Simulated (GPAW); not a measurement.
Input of a GPAW 26.7.0 run:

run.py

```python
from ase import Atoms
from ase.dft.bandgap import bandgap
from ase.io import write
from ase.units import GPa
from gpaw import GPAW, PW

atoms = Atoms(['Al', 'Al', 'Al', 'Al', 'O', 'O', 'O', 'O', 'O', 'O'],
              cell=[[4.613777, 0.0, 0.0],
                    [0.0, 9.563279, 0.0],
                    [0.0, 0.0, 3.119862]],
              scaled_positions=[[0.982975, 0.824573, 0.0],
                                [0.017025, 0.175427, 0.0],
                                [0.482975, 0.675427, 0.5],
                                [0.517025, 0.324573, 0.5],
                                [0.5, 0.5, 0.5],
                                [0.123635, 0.75305, 0.5],
                                [0.376365, 0.25305, 0.0],
                                [0.623635, 0.74695, 0.0],
                                [0.0, 0.0, 0.0],
                                [0.876365, 0.24695, 0.5]],
              pbc=True)

calc = GPAW(mode=PW(800),
            xc='MGGA_X_R2SCAN+MGGA_C_R2SCAN',
            kpts={'size': (4, 2, 6), 'gamma': True},
            occupations={'name': 'fermi-dirac', 'width': 0.05},
            nbands=44,
            convergence={'density': 1e-05, 'energy': 1e-05},
            maxiter=150,
            txt='gpaw.txt')
atoms.calc = calc
energy = atoms.get_potential_energy()
forces = atoms.get_forces()
stress = atoms.get_stress()
calc.write('gs.gpw')
write('result.traj', atoms)
print(f'Energy: {energy:.6f} eV')
print('Forces (eV/A):')
print(forces.round(4))
print('Stress (GPa):', (stress / GPa).round(3))
print('Fermi level:', round(calc.get_fermi_level(), 4), 'eV')
print(f'Gap: {bandgap(calc)[0]:.4f} eV, direct: {bandgap(calc, direct=True)[0]:.4f} eV')

path = atoms.cell.bandpath('GXSYGZURTZ,YT,UX,SR', npoints=60, eps=1e-4)
bs_calc = calc.fixed_density(kpts=path, symmetry='off', nbands=69,
                             convergence={'bands': 'CBM+6.0', 'eigenstates': 1e-6}, txt='bands.txt')
bs = bs_calc.band_structure()
bs.write('bs.json')
print(f'Gap on the path: {bandgap(bs_calc)[0]:.4f} eV')
```

Potentials or basis: GPAW PAW data sets (gpaw-data 1.2.1), pw.

Command:

```sh
$ OMP_NUM_THREADS=1 python run.py
```

(1) Estimate the band gap along the path.

(2) Predict the band gap on the k mesh.

(3) Estimate the largest force.

## Answers

(1) 4.17 eV, direct.

(2) 4.17 eV, direct.

(3) 0.213 eV/Å.

Caveat: the PAW data sets were made with another functional, which shifts forces and pressure a little.
